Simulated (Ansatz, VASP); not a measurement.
## Two plane-wave programs on HfN

Contents of POSCAR:

```
HfN
1.0
    3.4332100000      0.0000000000      0.0000000000
   -1.7166000000      2.9732400000      0.0000000000
    0.0000000000      0.0000000000      3.9698200000
Hf N
1 1
Direct
    0.0000000000      0.0000000000      0.5000000000
    0.0000000000      0.0000000000      0.0000000000
```

INCAR.step1

```
SYSTEM = HfN
ALGO     = Normal         ! electronic algorithm
EDIFF    = 1E-5           ! SCF threshold, eV
ENCUT    = 520            ! plane-wave cutoff, eV
GGA      = PE             ! functional
ISIF     = 2              ! what is computed and relaxed
ISMEAR   = -1             ! smearing method
LASPH    = .TRUE.         ! aspherical terms in the spheres
LCHARG   = .FALSE.        ! write CHGCAR
LREAL    = .FALSE.        ! projectors in reciprocal space
LWAVE    = .TRUE.         ! write WAVECAR
NBANDS   = 14             ! bands
NELM     = 100            ! most SCF steps
PREC     = Accurate       ! precision mode
SIGMA    = 0.05           ! smearing width, eV
```

The input INCAR.step2:

```
SYSTEM = HfN
AEXX     = 0.3            ! exact-exchange fraction
ALGO     = Normal         ! electronic algorithm
EDIFF    = 1E-6           ! SCF threshold, eV
ENCUT    = 520            ! plane-wave cutoff, eV
GGA      = PE             ! functional
HFSCREEN = 0.2            ! screening, 1/A
ISIF     = 2              ! what is computed and relaxed
ISMEAR   = -1             ! smearing method
ISTART   = 1            
LASPH    = .TRUE.         ! aspherical terms in the spheres
LCHARG   = .FALSE.        ! write CHGCAR
LHFCALC  = .TRUE.         ! exact exchange
LREAL    = .FALSE.        ! projectors in reciprocal space
LWAVE    = .FALSE.        ! write WAVECAR
NBANDS   = 14             ! bands
NELM     = 100            ! most SCF steps
PREC     = Accurate       ! precision mode
PRECFOCK = Fast         
SIGMA    = 0.05           ! smearing width, eV
```

Contents of KPOINTS:

```
k-points
0
G
  5 5 4
  0 0 0
```

Contents of input.yaml:

```yaml
crystal:
  lattice:
    - [3.43321, 0.0, 0.0]
    - [-1.7166, 2.97324, 0.0]
    - [0.0, 0.0, 3.96982]
  atoms:
    - { symbol: Hf, position: [0.0, 0.0, 0.5] }
    - { symbol: "N", position: [0.0, 0.0, 0.0] }
hamiltonian:
  xc: { exchange: pbe, correlation: pbe, exx: { coeff: 0.3, omega: 0.2 } }
  pseudopotentials: { kind: paw }
kpoints:
  mp_grid: { grid: [5, 5, 4] }
scf:
  occupations: { method: fermi_dirac, width: 0.05 }
output:
  forces: true
  stress: true
  eigenvalues: true
```

The cell was built by a generator and needn't be a form met in nature.

Alike in both runs: task single point; functional HSE(alpha, omega); k mesh 5 × 5 × 4; occupations fermi-dirac, width 0.05 eV; no spin polarisation.

|  | VASP | Ansatz |
| --- | --- | --- |
| version | VASP 6.6.1 | Ansatz 0.2.0 |
| potentials or method | VASP PAW PBE potentials, release 64 (Hf_pv, N) | Ansatz PAW |
| plane-wave cutoff (eV) | 520 | 420 |
| valence electrons in the cell | 15 | 31 |

VASP gave:

```
gap on the k mesh at the Fermi level (eV)       : none
pressure (GPa)                                  : 2.9
largest component of the traceless stress (GPa) : 1.65
```

Problem. What did Ansatz give for the same quantities?

Solution. gap on the k mesh at the Fermi level (eV): none; pressure (GPa): -0.4; largest component of the traceless stress (GPa): 7.69.

A gap of «none» marks a metal or a gap that the smearing closes. With one functional, cell and mesh, what is left measures potentials, basis and numerics. The two sets of potentials don't hold the same shells in valence.

Caveats: the k mesh is coarse (spacing up to 0.42 Å⁻¹), so the values aren't converged, least of all with exact exchange; the PAW data sets were made with another functional, which shifts forces and pressure a little (VASP); the PAW data sets come from PBE, with cores solved anew for the run's functional, which leaves a small shift of forces and pressure (Ansatz); the thresholds are loose for stress (Ansatz). The runs have no spin-orbit coupling, so splittings on Hf are missing.
